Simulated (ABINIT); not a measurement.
Crystal: KBr.

```
Br K
1.0
     0.00000    3.30000    3.30000
     3.30000    0.00000    3.30000
     3.30000    3.30000    0.00000
Br K
1 1
Cartesian
  3.3000 3.3000 3.3000
  0.0000 0.0000 0.0000
```

Base run:

```yaml
Program: ABINIT 10.8.3 (patched build)
Functional: AM05
Potentials_or_basis: JTH PAW PBE v2.0
Cutoff: 435 eV
k_mesh: 7 × 7 × 7
Occupations: fermi-dirac, width 0.05 eV
Spin: spin-orbit coupling, no magnetisation
```

Its results: band gap on the k mesh 4.33 eV, direct; pressure 0.4 GPa.

**Question.** The run is repeated on the same cell with these changes: functional from AM05 to RPBE. What comes out?

**Answer.** Band gap on the k mesh 4.61 eV, direct; pressure 2.1 GPa.

RPBE binds less tightly than AM05, so the same cell stands under more pressure.

Caveats: the PAW data sets were made with another functional, which shifts forces and pressure a little.
